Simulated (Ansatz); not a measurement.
Ta (Im-3m), random displacements

Level of theory: Ansatz 0.2.0, DFT PBE, scalar-relativistic, plane waves, PAW. The runs took a 420 eV cutoff, a Γ-centred 10×10×10 mesh and Gaussian smearing (0.15 eV). Spin–orbit coupling is left out, which can shift energies with elements as heavy as these. No spin polarisation. Energies are free energies at this smearing, counted from the undisturbed cell; pressure is positive in compression.

Zero of the scan (as given, not relaxed at this level):

```yaml
crystal:
  lattice:
    - [-3.30256, -3.30256, 3.30256]
    - [-3.30256, 3.30256, -3.30256]
    - [3.30256, -3.30256, -3.30256]
  atoms:
    - { symbol: Ta, position: [0.50000, 0.50000, 0.50000] }
    - { symbol: Ta, position: [0.00000, 0.50000, 0.50000] }
    - { symbol: Ta, position: [0.50000, 0.00000, 0.50000] }
    - { symbol: Ta, position: [0.00000, 0.00000, 0.50000] }
    - { symbol: Ta, position: [0.50000, 0.50000, 0.00000] }
    - { symbol: Ta, position: [0.00000, 0.50000, 0.00000] }
    - { symbol: Ta, position: [0.50000, 0.00000, 0.00000] }
    - { symbol: Ta, position: [0.00000, 0.00000, 0.00000] }
```

After a displacement of all atoms with no net shift and a strain of the cell, the run gives ΔE = 149.0 meV/atom; stress (xx, yy, zz, yz, xz, xy; compression positive) (6.53, 7.49, 9.08, 0.83, -1.19, 1.44) GPa.

```csv
atom,Fx (eV/Å),Fy,Fz
Ta1,-0.279,-0.257,0.999
Ta2,0.731,1.316,-1.588
Ta3,1.864,-1.385,0.568
Ta4,0.588,0.303,-0.533
Ta5,-0.093,0.269,-0.800
Ta6,-0.660,-2.386,-0.698
Ta7,-2.042,1.463,1.444
Ta8,-0.108,0.677,0.607
```

(1) Which displacements (Å, in the unstrained cell) and strain were applied?

## Answers

(1)
```
atom ux uy uz
 Ta1  -0.07  -0.02  -0.11
 Ta2  -0.05  -0.07   0.18
 Ta3  -0.11   0.12  -0.09
 Ta4   0.02  -0.03   0.05
 Ta5   0.06  -0.04   0.09
 Ta6  -0.03   0.20   0.06
 Ta7   0.20  -0.11  -0.05
 Ta8  -0.02  -0.05  -0.12
```
Strain (Voigt, engineering shear): (0.0024, 0.0034, -0.0130, 0.0042, -0.0013, -0.0047).

Cost: 1 run of about 5.2 core-minutes, on Oxide Virtual Turin-like Processor (Zen 5) (shared hosts).